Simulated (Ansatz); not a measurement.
# FeSi (P2_13) in Ansatz: relaxation of cell and atoms with PBEsol

Aim: the relaxation of cell and atoms of FeSi with PBEsol.

All numbers are computed with Ansatz 0.2.0; they aren't measurements. Logs are shortened: lines on timing, memory, paths and dates and some standing lists are left out, and cuts for length are marked.

### Step 1. Starting point

It takes space group P2_13 (No. 198, cubic). Conventional cell: a = 4.551 Å, b = 4.551 Å, c = 4.551 Å, α = 90.00°, β = 90.00°, γ = 90.00°. Fe (site symmetry 3) is surrounded by 7 Si at 2.32 to 2.55 Å. Si (site symmetry 3) is surrounded by 7 Fe at 2.32 to 2.55 Å.

### Step 2. Relaxation of cell and atoms, PBEsol, collinear spin, ferromagnetic start

Input file input.yaml:

```yaml
crystal:
  lattice:
    - [4.5507, 0.0, 0.0]
    - [0.0, 4.5507, 0.0]
    - [0.0, 0.0, 4.5507]
  atoms:
    - { symbol: Fe, position: [0.86348, 0.63652, 0.36348], spin: 3.0 }
    - { symbol: Fe, position: [0.63652, 0.36348, 0.86348], spin: 3.0 }
    - { symbol: Fe, position: [0.36348, 0.86348, 0.63652], spin: 3.0 }
    - { symbol: Fe, position: [0.13652, 0.13652, 0.13652], spin: 3.0 }
    - { symbol: Si, position: [0.1576, 0.3424, 0.6576] }
    - { symbol: Si, position: [0.3424, 0.6576, 0.1576] }
    - { symbol: Si, position: [0.6576, 0.1576, 0.3424] }
    - { symbol: Si, position: [0.8424, 0.8424, 0.8424] }
hamiltonian:
  xc: pbesol
  pseudopotentials: { kind: paw }
magnetization:
  spin_polarized: true
kpoints:
  mp_grid: { grid: [6, 6, 6] }
scf:
  occupations: { method: fermi_dirac, width: 0.05 }
output:
  forces: true
  stress: true
  eigenvalues: true
relax:
  f_tol: 0.01
  max_steps: 40
  cell: { stress_tol: 0.05 }
```

Potentials or basis: Ansatz PAW.

Started as:

```
$ ansatz run input.yaml --threads 4 --pin off --max-ram 11264MiB --backend cpu --events-out ev --progress --plain --runs-dir out
```

The program printed:

```text
Warning: RAYON_NUM_THREADS=4 ignored (pool sized by the plan → 4); use --threads N
Engine: ansatz 0.2.0, aarch64-unknown-linux-gnu
Pseudopotentials: kind: paw
Pseudopotential: Fe, paw, valence charge 16, recommended cutoff 420 eV (normal), Fe.paw.azcp
Pseudopotential: Si, paw, valence charge 4, recommended cutoff 420 eV (normal), Si.paw.azcp
Functional definition: PBEsol
  exchange = pbesol_x
  correlation = pbesol_c
Crystal: 8 atoms, lattice volume = 94.240 Å³
Basis set: ecut = 420 eV, 1839 PW (Γ), exchange–correlation on 64×64×64 points (8 copies of the dense FFT grid, shifted against one another)
Bands: 56, of which v1, the nominal top of the filled ones, is band 40 counted from 1 (39 counted from 0)
Symmetry: 12 space group operations
Space group: P213 (ITA 198), of the structure as read, at distance tolerance 4.6e-5 Å
Magnetic group: BNS 198.9 (UNI 1511), of the structure as read, at distance tolerance 4.6e-5 Å
k-points: 24 of 216 (time reversal used)
Non-local potential: Fe, projectors of the file, l = 0: 3, l = 1: 2, l = 2: 3, l = 3: 1
Non-local potential: Si, projectors of the file, l = 0: 2, l = 1: 2, l = 2: 2
PAW form: soft (Blöchl's): semilocal exchange-correlation on the pseudo side does not see the compensation charge
PAW frozen core: Fe, regenerated for the run's functional, and the local potential with it (the file was generated under x = pbe(κ = 0.804, μ = 0.2195149727645171), c = pbe(β = 0.06672455060314922))
PAW frozen core: Si, regenerated for the run's functional, and the local potential with it (the file was generated under x = pbe(κ = 0.804, μ = 0.2195149727645171), c = pbe(β = 0.06672455060314922))
PAW one-centre angular grid: Fe, 590 points (default); XC on 64 Gauss nodes
PAW one-centre angular grid: Si, 110 points (default); XC on 64 Gauss nodes
Initial density: superposition of atomic densities (chi_scale 0.1, normalization cell)
Starting moments: Σ|m| = 12 μB on 4 of 8 sites
Initial wavefunctions: pseudopotential atomic-orbital guess
[... 172 lines left out ...]
--- Per-component energies (eV) ---
  E_band       = -759.370674
  E_kinetic    = 1619.978155
  E_local      = -10379.454670  (includes V_loc(G=0)·N_el)
  E_nonlocal   = 957.942680
  E_hartree    = 4525.035840
  E_xc         = -708.079622
  E_vxc        = -820.690541  (∫ρ·V_xc dr)
  E_paw        = -7327.122053  (= ΣΔE_a)
  E_vpaw       = -1187.221621  (= ΣTr[D̂ρ^β])
  E_aug_tail   = 0.003678  (compensation charges beyond the density's cutoff)
  E_ewald      = -8975.631142
  E_core_change = 0.843049  (= ΣΔE_core)
  E_smearing   = -0.038943  (= −TS)
  E_closure    = -0.000000  (closes the sum)
  Σ components = -20286.523028   (vs F -20286.523028, Δ=0.00e0)
--- Forces (eV/Å), atoms counted from 1 ---
  atom   1  Fe     0.00064706    -0.00064706     0.00064706
  atom   2  Fe    -0.00064706     0.00064706     0.00064706
  atom   3  Fe     0.00064706     0.00064706    -0.00064706
  atom   4  Fe    -0.00064706    -0.00064706    -0.00064706
  atom   5  Si     0.00081604    -0.00081604     0.00081604
  atom   6  Si    -0.00081604     0.00081604     0.00081604
  atom   7  Si     0.00081604     0.00081604    -0.00081604
  atom   8  Si    -0.00081604    -0.00081604    -0.00081604
  max |Σ_I F_I| component: 9.71e-17 eV/Å
--- Stress (GPa, compression-positive) ---
       -0.012915      -0.000000       0.000000
       -0.000000      -0.012915      -0.000000
        0.000000      -0.000000      -0.012915
  P = ⅓ Tr σ = -0.0129 GPa (-0.129 kbar)
--- Band table (eV; the first three rows and the last of 48) ---
  k-point 0 ↑: bands = ["-69.2343", "-69.2117", "-69.2117", "-69.2117", "-35.6813", "-35.6813", "-35.6813", "-35.6102", "-35.4105", "-35.4105", "-35.4105", "-35.3450", "-35.3450", "-35.3209", "-35.3209", "-35.3209", "3.6408", "9.1221", "9.1221", "9.1221", "11.9380", "11.9380", "11.9380", "13.5672", "13.5672", "13.5672", "14.0729", "14.2592", "14.2592", "14.6027", "14.6027", "14.6027", "15.1756", "15.1756", "15.1756", "16.8674", "16.8674", "16.8674", "17.1135", "17.1135", "17.8484", "17.8484", "17.8484", "20.3612", "20.3612", "20.3612", "20.9013", "20.9013", "21.6170", "21.6170", "21.6170", "22.8094", "24.0421", "24.0421", "24.0421", "25.8012"]
  k-point 1 ↑: bands = ["-69.2331", "-69.2153", "-69.2113", "-69.2095", "-35.6891", "-35.6828", "-35.6690", "-35.6137", "-35.4235", "-35.4148", "-35.3927", "-35.3442", "-35.3405", "-35.3252", "-35.3245", "-35.3185", "3.8533", "8.0454", "9.2432", "9.8612", "11.3451", "12.0661", "12.6182", "12.8637", "13.1368", "13.9380", "14.2971", "14.3483", "14.4968", "14.5651", "14.6445", "14.6713", "15.0307", "15.1349", "15.4687", "16.6062", "16.7254", "17.0476", "17.0944", "17.1092", "17.5708", "17.7600", "18.2944", "19.8183", "19.9143", "20.3251", "20.4095", "21.2307", "21.8149", "21.8527", "22.1367", "23.2487", "23.4444", "24.6615", "24.7133", "25.0454"]
  k-point 2 ↑: bands = ["-69.2299", "-69.2201", "-69.2104", "-69.2089", "-35.6918", "-35.6865", "-35.6536", "-35.6234", "-35.4301", "-35.4233", "-35.3729", "-35.3436", "-35.3330", "-35.3316", "-35.3301", "-35.3191", "4.4766", "6.7208", "9.5907", "10.3707", "11.0756", "12.1494", "12.2795", "12.6087", "13.4492", "13.6092", "14.3445", "14.4282", "14.6257", "14.6352", "14.7105", "14.8597", "14.9653", "15.3598", "15.5528", "16.1655", "16.6849", "16.9010", "17.1169", "17.1292", "17.4196", "17.5332", "18.7534", "19.3512", "19.5258", "19.7837", "20.9107", "21.6894", "22.1154", "22.1991", "22.7397", "23.3905", "23.6353", "23.7259", "24.0292", "24.9762"]
  k-point 23 ↓: bands = ["-69.2173", "-69.2173", "-69.2173", "-69.2173", "-35.6660", "-35.6660", "-35.6660", "-35.6660", "-35.4028", "-35.4028", "-35.4028", "-35.4028", "-35.3167", "-35.3167", "-35.3167", "-35.3167", "7.9018", "7.9018", "7.9018", "7.9018", "10.4889", "10.4889", "10.4889", "10.4889", "14.3199", "14.3199", "14.3199", "14.3199", "14.5428", "14.5428", "14.5428", "14.5428", "16.3754", "16.3754", "16.3754", "16.3754", "16.4667", "16.4667", "16.4667", "16.4667", "17.6535", "17.6535", "17.6535", "17.6535", "22.9650", "22.9650", "22.9650", "22.9650", "23.4726", "23.4726", "23.4726", "23.4726", "25.5073", "25.5073", "25.5073", "25.5073"]
--- Relaxed structure (6 steps of the walk, 5 accepted, 1 SCFs on fresh bases) ---
  F+E_penalty+E_count = -20286.52302798 eV   max|allowed force component| = 8.160e-4 eV/Å   (the final SCF, on the basis selected at the relaxed cell)
  cell:  # Å, volume = 85.3879 Å³
    - [4.403508114297529, -1.8617322795743282e-33, 2.3753135980775907e-33]
    - [-1.2839532962581571e-33, 4.403508114297529, 3.7114274969962354e-35]
    - [1.4765462906968807e-33, 8.12501695288365e-35, 4.403508114297529]
  atoms:
    - { symbol: Fe, position: [0.8629176381368573, 0.6370823618631424, 0.3629176381368575] }
    - { symbol: Fe, position: [0.6370823618631424, 0.3629176381368575, 0.8629176381368573] }
    - { symbol: Fe, position: [0.3629176381368575, 0.8629176381368573, 0.6370823618631424] }
    - { symbol: Fe, position: [0.13708236186314252, 0.13708236186314252, 0.13708236186314252] }
    - { symbol: Si, position: [0.15880132315727585, 0.341198676842724, 0.6588013231572759] }
    - { symbol: Si, position: [0.341198676842724, 0.6588013231572759, 0.15880132315727585] }
    - { symbol: Si, position: [0.6588013231572759, 0.15880132315727585, 0.341198676842724] }
    - { symbol: Si, position: [0.841198676842724, 0.841198676842724, 0.841198676842724] }
```

Wall time 71 s (4 threads of Arm Neoverse V2, shared host); peak memory 0.54 GiB.

What came out:

```yaml
Free_energy: -20286.5230 eV
Relaxed_volume: 10.67 Å³/atom
Relaxed_cell: a = 4.404 Å, b = 4.404 Å, c = 4.404 Å, α = 90.00°, β = 90.00°, γ = 90.00°
Space_group_after_relaxing_to_0.05_Å: P2_13 (No. 198)
Energy_gained_by_relaxing: 75.5 meV/atom
Ionic_steps: 6
Pressure_after_relaxing: 0.0 GPa
Net_moment: 0.00 μB per cell
Absolute_moment: 0.00 μB per cell
```

Step by step:
| step | energy change (eV) | largest force (eV/Å) | volume (Å³) |
| --- | --- | --- | --- |
| 1 | 0.0000 | 0.0811 | 94.24 |
| 2 | -0.4842 | 0.2996 | 88.85 |
| 3 | -0.6059 | 0.0358 | 85.62 |
| 4 | -0.6067 | 0.0029 | 85.36 |
| 5 | -0.6067 | 0.0017 | 85.39 |
| 6 | -0.6041 | 0.0014 | 85.39 |

Final structure:
```xyz
8
Lattice="4.4035 0.0000 0.0000 0.0000 4.4035 0.0000 0.0000 0.0000 4.4035" Properties=species:S:1:pos:R:3 pbc="T T T"
Fe    3.7999    2.8054    1.5981
Fe    2.8054    1.5981    3.7999
Fe    1.5981    3.7999    2.8054
Fe    0.6036    0.6036    0.6036
Si    0.6993    1.5025    2.9010
Si    1.5025    2.9010    0.6993
Si    2.9010    0.6993    1.5025
Si    3.7042    3.7042    3.7042
```

Levels at points of the mesh, in eV from the Fermi level:
Spin up:
```csv
k point,band 37,band 38,band 39,band 40,band 41,band 42,band 43,band 44
"(0.00, 0.00, 0.00)",-0.36,-0.36,-0.12,-0.12,0.62,0.62,0.62,3.13
"(0.00, 0.00, -0.50)",-0.47,-0.47,-0.08,-0.08,0.12,0.12,1.71,1.71
"(0.00, -0.50, -0.50)",-1.14,-1.14,-0.45,-0.45,0.58,0.58,1.27,1.27
"(-0.50, -0.50, -0.50)",-0.76,-0.76,-0.76,-0.76,0.42,0.42,0.42,0.42
```
Spin down:
```
              k point  band 37  band 38  band 39  band 40  band 41  band 42  band 43  band 44
   (0.00, 0.00, 0.00)    -0.36    -0.36    -0.12    -0.12     0.62     0.62     0.62     3.13
  (0.00, 0.00, -0.50)    -0.47    -0.47    -0.08    -0.08     0.12     0.12     1.71     1.71
 (0.00, -0.50, -0.50)    -1.14    -1.14    -0.45    -0.45     0.58     0.58     1.27     1.27
(-0.50, -0.50, -0.50)    -0.76    -0.76    -0.76    -0.76     0.42     0.42     0.42     0.42
```

Caveat: the starting moments collapsed, and a magnetic state may lie lower; the plane-wave basis is chosen anew once the cell has moved, so the energies of steps on either side of that aren't comparable; the PAW data sets come from PBE, with cores solved anew for the run's functional, which leaves a small shift of forces and pressure; the starting moments weren't kept.
